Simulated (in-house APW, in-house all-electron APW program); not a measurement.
## A series in volume per atom on W

All-electron LAPW DFT of a crystal on the k mesh given, cartesian forces, stress positive in compression, open shells may miss their lowest state; pressure of the cell as given. The results are calculated, by in-house APW research code.

Cell of the first row (space group Fm-3m, No. 225):
```
W
1.0
      0.0000     1.9778     1.9778
      1.9778     0.0000     1.9778
      1.9778     1.9778     0.0000
W
1
Direct
  0.00000 0.00000 0.00000
```

Settings of every row: k mesh 20x20x20; k shift 0x0x0; occupations Fermi-Dirac; smearing width 0.061226 eV; functional PBE; relativity Dirac cores; nucleus point; spin none.

Atom start moment: 0 on all atoms.

Limits: the cell comes from a prototype or a list of computed structures and needn't be the stable phase.

```csv
row,volume per atom (Å³),pressure (GPa)
1,15.472,19.48
2,16.131,5.82
3,16.46,?
4,16.789,-5.36
5,17.447,-14.51
```

Question: what pressure should row 3 give?

Worked fit of pressure. Take u = (V_r/V)^(2/3) − 1 with V_r = 16.46 Å³ an atom, which is twice the finite (Eulerian) strain; such expansions in the strain, on which the Birch-Murnaghan equation of state is built, carry the rest volume and the bulk modulus. The shown rows have u = 0.04213, 0.01355, -0.01311, -0.03808. Least squares give pressure = −0.048 + 419.47 × u + 1044.3 × u² GPa; a straight line predicts inner rows, each left out in turn, worse (root mean square 1.1 against 0.017 GPa). The rows lie off it by 0.00, -0.01, 0.01, 0.00. The pressure vanishes at u = 0.0001, or V = 16.46 Å³ an atom, and there the bulk modulus at fixed shape and fractions is B = −V dP/dV = (2/3)(1 + u) dP/du = 280 GPa. The withheld row has u = 0, so the fit gives −0.048 + 419.47 × (0) + 1044.3 × (0)² = -0.05 GPa.

The calculation gave -0.05 GPa. The fit meets it to the printed digit.
